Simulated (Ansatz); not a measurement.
# TiAl3 (I4/mmm) in Ansatz: equation of state

Aim: energy against volume of TiAl3 in PBE, for its equilibrium volume and stiffness.

Everything below comes from runs of Ansatz 0.2.0. Logs are shortened: lines on timing, memory, paths and dates and some standing lists are left out, and cuts for length are marked.

## (1) Starting point

Symmetry: I4/mmm, No. 139, tetragonal system. Conventional cell: a = 3.822 Å, b = 3.822 Å, c = 8.561 Å, α = 90.00°, β = 90.00°, γ = 90.00°. Ti (site symmetry 4/mmm) is surrounded by 12 Al at 2.70 to 2.87 Å. Al (site symmetry -4m2) has 8 Al at 2.70 to 2.87 Å and 4 Ti at 2.87 Å as nearest neighbours. Al (site symmetry 4/mmm) has 4 Ti at 2.70 Å and 8 Al at 2.87 Å as nearest neighbours.

The cell comes from a database or a generator and needn't be the stable form of this composition.

## (2) Single point, PBE, 14.70 Å³/atom (volume scaled by 0.94)

The input, input.yaml:

```yaml
crystal:
  lattice:
    - [-1.8720936454, 1.8720936454, 4.1932836873]
    - [1.8720936454, -1.8720936454, 4.1932836873]
    - [1.8720936454, 1.8720936454, -4.1932836873]
  atoms:
    - { symbol: Ti, position: [0.0, 0.0, 0.0] }
    - { symbol: Al, position: [0.25, 0.75, 0.5] }
    - { symbol: Al, position: [0.75, 0.25, 0.5] }
    - { symbol: Al, position: [0.5, 0.5, 0.0] }
hamiltonian:
  xc: pbe
  pseudopotentials: { kind: paw }
kpoints:
  mp_grid: { grid: [10, 10, 10] }
scf:
  occupations: { method: fermi_dirac, width: 0.05 }
output:
  forces: true
  stress: true
  eigenvalues: true
```

Potentials or basis: Ansatz PAW.

Run with:

```sh
> ansatz run input.yaml --threads 2 --pin off --max-ram 5120MiB --backend cpu --events-out ev --progress --plain --runs-dir out
```

Standard output:

```text
Warning: RAYON_NUM_THREADS=2 ignored (pool sized by the plan → 2); use --threads N
Engine: ansatz 0.2.0, x86_64-unknown-linux-gnu
Pseudopotentials: kind: paw
Pseudopotential: Ti, paw, valence charge 12, recommended cutoff 420 eV (normal), Ti.paw.azcp
Pseudopotential: Al, paw, valence charge 3, recommended cutoff 420 eV (normal), Al.paw.azcp
Functional definition: PBE
  parameter kappa = 0.804
  parameter beta = 0.06672455060314922
  exchange = pbe_x(kappa = kappa, mu = beta*pi^2/3)
  correlation = pbe_c(beta = beta)
Crystal: 4 atoms, lattice volume = 58.785 Å³
Basis set: ecut = 420 eV, 1163 PW (Γ), exchange–correlation on 72×72×72 points (8 copies of the dense FFT grid, shifted against one another)
Bands: 15, of which v1, the nominal top of the filled ones, is band 11 counted from 1 (10 counted from 0)
Symmetry: 16 space group operations
Space group: I4/mmm (ITA 139), of the structure as read, at distance tolerance 3.9e-5 Å
k-points: 102 of 1000
Non-local potential: Ti, projectors of the file, l = 0: 3, l = 1: 2, l = 2: 3, l = 3: 1
Non-local potential: Al, projectors of the file, l = 0: 2, l = 1: 2, l = 2: 1
PAW form: soft (Blöchl's): semilocal exchange-correlation on the pseudo side does not see the compensation charge
PAW one-centre angular grid: Ti, 590 points (default); XC on 64 Gauss nodes
PAW one-centre angular grid: Al, 110 points (default); XC on 64 Gauss nodes
Initial density: superposition of atomic densities (neutral atoms: chi_scale 0, normalization atom), corrected by the library's trained network
Initial wavefunctions: pseudopotential atomic-orbital guess
Functional: x = pbe(κ = 0.804, μ = 0.2195149727645171), c = pbe(β = 0.06672455060314922)
SCF iter   1: F=—  HF=-4113.624914 eV  |F-HF|=—  |Δ(HF+E_count)|=         —  Δρ=3.11e-3  dr2=7.64e-3  ethr=1.77e-3  ⟨swp⟩=5.7  Hψ=9024  notcnv=0
preconditioner: auto → Kerker (q_TF=auto, 2.298 Å⁻¹)  [metal: Δε(μ)=0.015 eV  Ē_g=5.823 eV  σ=0.050 eV  W_gap=0.08  n_scr=10 (ndim 8)  ℏωp=17.5 eV  f_vac=0.000  D(μ)=1.54/eV (n_scr^D=10)]
SCF iter   2: F=—  HF=-4113.623778 eV  |F-HF|=—  |Δ(HF+E_count)|=   1.14e-3  Δρ=1.54e-3  dr2=1.85e-3  ethr=3.64e-5  ⟨swp⟩=1.6  Hψ=2435  notcnv=0
SCF iter   3: F=—  HF=-4113.623518 eV  |F-HF|=—  |Δ(HF+E_count)|=   2.59e-4  Δρ=2.76e-4  dr2=5.20e-5  ethr=8.82e-6  ⟨swp⟩=2.0  Hψ=1852  notcnv=0
SCF iter   4: F=—  HF=-4113.623516 eV  |F-HF|=—  |Δ(HF+E_count)|=   1.98e-6  Δρ=3.82e-5  dr2=1.11e-6  ethr=2.48e-7  ⟨swp⟩=2.5  Hψ=2127  notcnv=0
iter 5 did not close the SCF: its close was put off for the readings that it lacked (scf_convergence_deferred on its scf_iter line)
SCF iter   5: F=-4113.623516 eV  HF=-4113.623516 eV  |F-HF|=2.18e-9  |Δ(HF+E_count)|=   2.18e-7  Δρ=8.01e-6  dr2=2.68e-8  ethr=5.28e-9  ⟨swp⟩=2.3  Hψ=2113  notcnv=0
SCF iter   6: F=-4113.623516 eV  HF=-4113.623516 eV  |F-HF|=6.55e-11  |Δ(HF+E_count)|=  4.62e-10  Δρ=1.45e-6  dr2=8.01e-10  ethr=1.28e-10  ⟨swp⟩=2.0  Hψ=4542  notcnv=0
SCF 1 converged in 6 iterations: F = -4113.623516 eV  dr2 = 8.01e-10
SCF converged after 6 iterations
Free energy (F): -4113.623516 eV
Harris-Foulkes:  -4113.623516 eV  (|F-HF|=6.55e-11)
Internal energy: -4113.610758 eV  (E = F + TS)
E sigma→0 (E₀):  -4113.617137 eV
Entropy (-TS):   -0.012758 eV (-3.190 meV/atom)
Fermi energy:    10.434238 eV
--- Per-component energies (eV) ---
  E_band       = -134.572472
  E_kinetic    = 349.138978
  E_local      = -1157.622008  (includes V_loc(G=0)·N_el)
  E_nonlocal   = 41.152023
  E_hartree    = 515.139578
  E_xc         = -220.264912
  E_vxc        = -213.546216  (∫ρ·V_xc dr)
  E_paw        = -2451.477846  (= ΣΔE_a)
  E_vpaw       = -183.974511  (= ΣTr[D̂ρ^β])
  E_aug_tail   = 0.000115  (compensation charges beyond the density's cutoff)
  E_ewald      = -1189.676685
  E_smearing   = -0.012758  (= −TS)
  E_closure    = -0.000000  (closes the sum)
  Σ components = -4113.623516   (vs F -4113.623516, Δ=0.00e0)
--- Forces (eV/Å), atoms counted from 1 ---
  atom   1  Ti     0.00000000     0.00000000     0.00000000
  atom   2  Al    -0.00000000    -0.00000000     0.00000000
  atom   3  Al     0.00000000     0.00000000     0.00000000
  atom   4  Al     0.00000000     0.00000000     0.00000000
  max |Σ_I F_I| component: 6.94e-18 eV/Å
--- Stress (GPa, compression-positive) ---
       10.253456       0.000000      -0.000000
        0.000000      10.253456      -0.000000
       -0.000000      -0.000000       9.767142
  P = ⅓ Tr σ = 10.0914 GPa (100.914 kbar)
--- Band table (eV; the first three rows and the last of 102) ---
  k-point 0: bands = ["-45.8003", "-22.1410", "-22.1410", "-22.0653", "-0.0124", "7.5158", "7.7223", "8.8968", "9.1437", "9.1437", "11.3283", "12.3173", "12.3173", "12.6791", "13.3213"]
  k-point 1: bands = ["-45.7999", "-22.1446", "-22.1440", "-22.0648", "0.2064", "7.5665", "7.6991", "8.5790", "8.6957", "9.1701", "10.4739", "12.4727", "12.5347", "12.5689", "13.7473"]
  k-point 2: bands = ["-45.7990", "-22.1535", "-22.1518", "-22.0635", "0.8507", "7.2194", "7.5697", "8.1337", "8.3000", "9.1353", "9.1934", "12.4654", "12.7297", "12.8195", "13.9735"]
  k-point 101: bands = ["-45.8002", "-22.1413", "-22.1413", "-22.0697", "1.6874", "2.6152", "8.3261", "9.5366", "9.5366", "10.1689", "11.1729", "11.1729", "11.4654", "13.6262", "15.7683"]
```

Wall time 3.5 s (2 threads of Intel Xeon at 2.70GHz, shared host); peak memory 0.42 GiB.

What came out:

```
Free energy            : -4113.6235 eV
Pressure               : 10.1 GPa
Band gap on the k mesh : none (metal or under the smearing width)
```

## (3) Single point, PBE, 15.01 Å³/atom (volume scaled by 0.96)

input.yaml, as its differences from that of step 2:

```diff
@@ -2,5 +2,5 @@
   lattice:
-    - [-1.8720936454, 1.8720936454, 4.1932836873]
-    - [1.8720936454, -1.8720936454, 4.1932836873]
-    - [1.8720936454, 1.8720936454, -4.1932836873]
+    - [-1.8852778379, 1.8852778379, 4.2228148271]
+    - [1.8852778379, -1.8852778379, 4.2228148271]
+    - [1.8852778379, 1.8852778379, -4.2228148271]
   atoms:
```

Potentials or basis: Ansatz PAW.

Run with:

```sh
> ansatz run input.yaml --threads 2 --pin off --max-ram 5120MiB --backend cpu --events-out ev --progress --plain --runs-dir out
```

Run time: 2.8 s. Hardware: 2 threads of Intel Xeon at 2.70GHz, shared host; peak memory 0.42 GiB.

The run converged. Its results:

```
Free energy            : -4113.6906 eV
Pressure               : 7.2 GPa
Band gap on the k mesh : none (metal or under the smearing width)
```

## (4) Single point, PBE, 15.32 Å³/atom (volume scaled by 0.98)

input.yaml, as its differences from that of step 3:

```diff
@@ -2,5 +2,5 @@
   lattice:
-    - [-1.8852778379, 1.8852778379, 4.2228148271]
-    - [1.8852778379, -1.8852778379, 4.2228148271]
-    - [1.8852778379, 1.8852778379, -4.2228148271]
+    - [-1.8982801649, 1.8982801649, 4.2519386083]
+    - [1.8982801649, -1.8982801649, 4.2519386083]
+    - [1.8982801649, 1.8982801649, -4.2519386083]
   atoms:
@@ -21 +21,5 @@
   eigenvalues: true
+  write_density: true
+  write_potential: true
+  elf: true
+  volumetric_format: npy
```

Run with:

```sh
> ansatz run input.yaml --threads 2 --pin off --max-ram 5120MiB --backend cpu --events-out ev --progress --plain --runs-dir out
```

Wall time 3.6 s (2 threads of Intel Xeon at 2.70GHz, shared host); peak memory 0.43 GiB.

It converged, with:

```
Free energy            : -4113.7360 eV
Pressure               : 4.5 GPa
Band gap on the k mesh : none (metal or under the smearing width)
```

## (5) Single point, PBE, 15.63 Å³/atom

input.yaml, as its differences from that of step 4:

```diff
@@ -2,5 +2,5 @@
   lattice:
-    - [-1.8982801649, 1.8982801649, 4.2519386083]
-    - [1.8982801649, -1.8982801649, 4.2519386083]
-    - [1.8982801649, 1.8982801649, -4.2519386083]
+    - [-1.9111067713, 1.9111067713, 4.2806687947]
+    - [1.9111067713, -1.9111067713, 4.2806687947]
+    - [1.9111067713, 1.9111067713, -4.2806687947]
   atoms:
@@ -21,5 +21 @@
   eigenvalues: true
-  write_density: true
-  write_potential: true
-  elf: true
-  volumetric_format: npy
```

Potentials or basis: Ansatz PAW.

Run with:

```sh
> ansatz run input.yaml --threads 2 --pin off --max-ram 5120MiB --backend cpu --events-out ev --progress --plain --runs-dir out
```

Standard output:

```text
Warning: RAYON_NUM_THREADS=2 ignored (pool sized by the plan → 2); use --threads N
[... 9 set-up lines as earlier in the session ...]
Crystal: 4 atoms, lattice volume = 62.538 Å³
Basis set: ecut = 420 eV, 1203 PW (Γ), exchange–correlation on 72×72×72 points (8 copies of the dense FFT grid, shifted against one another)
Bands: 15, of which v1, the nominal top of the filled ones, is band 11 counted from 1 (10 counted from 0)
[... 1 set-up line as earlier in the session ...]
Space group: I4/mmm (ITA 139), of the structure as read, at distance tolerance 4.0e-5 Å
k-points: 102 of 1000
[... 8 set-up lines as earlier in the session ...]
SCF iter   1: F=—  HF=-4113.763184 eV  |F-HF|=—  |Δ(HF+E_count)|=         —  Δρ=3.22e-3  dr2=9.85e-3  ethr=1.77e-3  ⟨swp⟩=5.7  Hψ=8967  notcnv=0
preconditioner: auto → Kerker (q_TF=auto, 2.275 Å⁻¹)  [metal: Δε(μ)=0.006 eV  Ē_g=5.566 eV  σ=0.050 eV  W_gap=0.03  n_scr=10 (ndim 8)  ℏωp=16.9 eV  f_vac=0.000  D(μ)=1.60/eV (n_scr^D=10)]
SCF iter   2: F=—  HF=-4113.761877 eV  |F-HF|=—  |Δ(HF+E_count)|=   1.31e-3  Δρ=1.55e-3  dr2=2.22e-3  ethr=4.69e-5  ⟨swp⟩=1.6  Hψ=2458  notcnv=0
SCF iter   3: F=—  HF=-4113.761592 eV  |F-HF|=—  |Δ(HF+E_count)|=   2.85e-4  Δρ=3.00e-4  dr2=6.14e-5  ethr=1.06e-5  ⟨swp⟩=2.0  Hψ=1790  notcnv=0
SCF iter   4: F=—  HF=-4113.761593 eV  |F-HF|=—  |Δ(HF+E_count)|=   5.32e-7  Δρ=4.07e-5  dr2=1.26e-6  ethr=2.92e-7  ⟨swp⟩=2.4  Hψ=2174  notcnv=0
iter 5 did not close the SCF: its close was put off for the readings that it lacked (scf_convergence_deferred on its scf_iter line)
SCF iter   5: F=-4113.761592 eV  HF=-4113.761592 eV  |F-HF|=2.74e-9  |Δ(HF+E_count)|=   2.22e-7  Δρ=8.17e-6  dr2=3.06e-8  ethr=6.00e-9  ⟨swp⟩=2.3  Hψ=2202  notcnv=0
SCF iter   6: F=-4113.761592 eV  HF=-4113.761592 eV  |F-HF|=6.55e-10  |Δ(HF+E_count)|=   1.46e-9  Δρ=1.43e-6  dr2=1.48e-9  ethr=1.46e-10  ⟨swp⟩=2.0  Hψ=4633  notcnv=0
the search or the solves at the SCF's close seem to have found levels that the self-consistency loop had missed (the run counts 1). By its estimate they hold under 1e-12 electrons; where the run keeps them, the occupations were computed again with them
SCF 1 converged in 6 iterations: F = -4113.761592 eV  dr2 = 1.48e-9
SCF converged after 6 iterations
Free energy (F): -4113.761592 eV
Harris-Foulkes:  -4113.761592 eV  (|F-HF|=6.55e-10)
Internal energy: -4113.748143 eV  (E = F + TS)
E sigma→0 (E₀):  -4113.754868 eV
Entropy (-TS):   -0.013449 eV (-3.362 meV/atom)
Fermi energy:    9.702857 eV
--- Per-component energies (eV) ---
  E_band       = -149.978160
  E_kinetic    = 344.415761
  E_local      = -1187.430849  (includes V_loc(G=0)·N_el)
  E_nonlocal   = 40.365456
  E_hartree    = 523.496741
  E_xc         = -218.403200
  E_vxc        = -211.107838  (∫ρ·V_xc dr)
  E_paw        = -2450.801411  (= ΣΔE_a)
  E_vpaw       = -183.213145  (= ΣTr[D̂ρ^β])
  E_aug_tail   = 0.000113  (compensation charges beyond the density's cutoff)
  E_ewald      = -1165.390755
  E_smearing   = -0.013449  (= −TS)
  E_closure    = 0.000000  (closes the sum)
  Σ components = -4113.761592   (vs F -4113.761592, Δ=0.00e0)
--- Forces (eV/Å), atoms counted from 1 ---
  atom   1  Ti     0.00000000     0.00000000    -0.00000000
  atom   2  Al     0.00000000     0.00000000     0.00000000
  atom   3  Al    -0.00000000    -0.00000000     0.00000000
  atom   4  Al     0.00000000     0.00000000    -0.00000000
  max |Σ_I F_I| component: 7.89e-31 eV/Å
--- Stress (GPa, compression-positive) ---
        2.144919       0.000000      -0.000000
        0.000000       2.144919      -0.000000
        0.000000      -0.000000       2.006811
  P = ⅓ Tr σ = 2.0989 GPa (20.989 kbar)
--- Band table (eV; the first three rows and the last of 102) ---
  k-point 0: bands = ["-46.7163", "-23.0378", "-23.0378", "-22.9627", "-0.4165", "6.8412", "7.0767", "8.2947", "8.4761", "8.4761", "10.5431", "11.4518", "11.4518", "11.9374", "12.1795"]
  k-point 1: bands = ["-46.7161", "-23.0405", "-23.0401", "-22.9624", "-0.2076", "6.9533", "7.0146", "7.8967", "8.0812", "8.4691", "9.7193", "11.6577", "11.6800", "11.6805", "12.6420"]
  k-point 2: bands = ["-46.7154", "-23.0472", "-23.0461", "-22.9614", "0.4084", "6.6464", "6.8930", "7.4106", "7.6631", "8.4543", "8.4651", "11.6274", "11.8254", "11.9133", "12.9083"]
  k-point 101: bands = ["-46.7162", "-23.0381", "-23.0381", "-22.9658", "1.2084", "2.1046", "7.6995", "8.7836", "8.7836", "9.4702", "10.4160", "10.4160", "10.6634", "12.7827", "14.4866"]
```

Wall time 3.5 s (2 threads of Intel Xeon at 2.70GHz, shared host); peak memory 0.43 GiB.

What came out:

```yaml
Free_energy: -4113.7616 eV
Pressure: 2.1 GPa
Band_gap_on_the_k_mesh: none (metal or under the smearing width)
```

## (6) Single point, PBE, 15.95 Å³/atom (volume scaled by 1.02)

input.yaml, as its differences from that of step 5:

```diff
@@ -2,5 +2,5 @@
   lattice:
-    - [-1.9111067713, 1.9111067713, 4.2806687947]
-    - [1.9111067713, -1.9111067713, 4.2806687947]
-    - [1.9111067713, 1.9111067713, -4.2806687947]
+    - [-1.9237634764, 1.9237634764, 4.3090184209]
+    - [1.9237634764, -1.9237634764, 4.3090184209]
+    - [1.9237634764, 1.9237634764, -4.3090184209]
   atoms:
```

Potentials or basis: Ansatz PAW.

Run with:

```sh
> ansatz run input.yaml --threads 2 --pin off --max-ram 5120MiB --backend cpu --events-out ev --progress --plain --runs-dir out
```

It took 4.4 s on 2 threads of Intel Xeon at 2.70GHz, shared host; peak memory 0.43 GiB.

Results (log left out):

```
Free energy            : -4113.7693 eV
Pressure               : -0.1 GPa
Band gap on the k mesh : none (metal or under the smearing width)
```

## (7) Single point, PBE, 16.26 Å³/atom (volume scaled by 1.04)

input.yaml, as its differences from that of step 6:

```diff
@@ -2,5 +2,5 @@
   lattice:
-    - [-1.9237634764, 1.9237634764, 4.3090184209]
-    - [1.9237634764, -1.9237634764, 4.3090184209]
-    - [1.9237634764, 1.9237634764, -4.3090184209]
+    - [-1.936255797, 1.936255797, 4.336999844]
+    - [1.936255797, -1.936255797, 4.336999844]
+    - [1.936255797, 1.936255797, -4.336999844]
   atoms:
```

Run with:

```sh
> ansatz run input.yaml --threads 2 --pin off --max-ram 5120MiB --backend cpu --events-out ev --progress --plain --runs-dir out
```

Run time: 4.4 s. Hardware: 2 threads of Intel Xeon at 2.70GHz, shared host; peak memory 0.43 GiB.

The run converged. Its results:

| Property | Result |
| --- | --- |
| Free energy | -4113.7609 eV |
| Pressure | -2.0 GPa |
| Band gap on the k mesh | none (metal or under the smearing width) |

## (8) Single point, PBE, 16.57 Å³/atom (volume scaled by 1.06)

input.yaml, as its differences from that of step 7:

```diff
@@ -2,5 +2,5 @@
   lattice:
-    - [-1.936255797, 1.936255797, 4.336999844]
-    - [1.936255797, -1.936255797, 4.336999844]
-    - [1.936255797, 1.936255797, -4.336999844]
+    - [-1.948588969, 1.948588969, 4.3646247916]
+    - [1.948588969, -1.948588969, 4.3646247916]
+    - [1.948588969, 1.948588969, -4.3646247916]
   atoms:
```

Run with:

```sh
> ansatz run input.yaml --threads 2 --pin off --max-ram 5120MiB --backend cpu --events-out ev --progress --plain --runs-dir out
```

Wall time 3.4 s (2 threads of Intel Xeon at 2.70GHz, shared host); peak memory 0.43 GiB.

The run converged. Its results:

* Free energy: -4113.7379 eV
* Pressure: -3.8 GPa
* Band gap on the k mesh: none (metal or under the smearing width)

## (9) Equation of state, PBE

Potentials or basis: Ansatz PAW.

This step only gathers the single runs of the series.

Results:

* Equilibrium volume: 15.94 Å³/atom
* Bulk modulus at fixed shape and positions: 106 GPa
* Pressure derivative of the bulk modulus: 4.1

Energy against volume, from the lowest point:
```
volume (Å³/atom)  energy (meV/atom)
          14.696              36.46
          15.009              19.68
          15.322               8.34
          15.634               1.94
          15.947               0.00
          16.260               2.10
          16.572               7.86
```

Caveat: the cell was scaled at fixed shape and fractional positions, which overstates the stiffness of a crystal with free parameters, most of all of layers and chains.
